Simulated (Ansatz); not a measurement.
Crystal: GaN.

```xyz
4
Lattice="3.1800 0.0000 0.0000 -1.5900 2.7540 0.0000 0.0000 0.0000 5.1660" Properties=species:S:1:pos:R:3 pbc="T T T"
Ga    1.5900    0.9180    2.5830
Ga    0.0000    1.8360    0.0000
N     1.5900    0.9180    4.5203
N     0.0000    1.8360    1.9373
```

Base run:

| Item | Value |
| --- | --- |
| Program | Ansatz 0.2.0 |
| Functional | PBEsol |
| Potentials or basis | all-electron LAPW, scalar-relativistic |
| Cutoff | 395 eV |
| Density cutoff | 1580 eV |
| Basis error allowed | 0.002 eV/atom |
| k mesh | 10 × 10 × 5 |
| Occupations | fermi-dirac, width 0.05 eV |
| Spin | no spin polarisation |

Its results: band gap on the k mesh 1.92 eV, direct; pressure 1.0 GPa; largest force 0.133 eV/Å.

Task: After a change of settings the same cell gave: band gap on the k mesh 1.98 eV, direct; pressure 7.2 GPa; largest force 0.136 eV/Å. Which change was it?
A. potentials or basis from all-electron LAPW, scalar-relativistic to all-electron LAPW, non-relativistic
B. basis error allowed from 0.002 eV/atom to 0.001 eV/atom
C. functional from PBEsol to PBE
D. k mesh from 10 × 10 × 5 to 8 × 8 × 4

Result: C.

PBE binds less tightly than PBEsol, so the same cell stands under more pressure.

Not every run made on this cell is shown here.
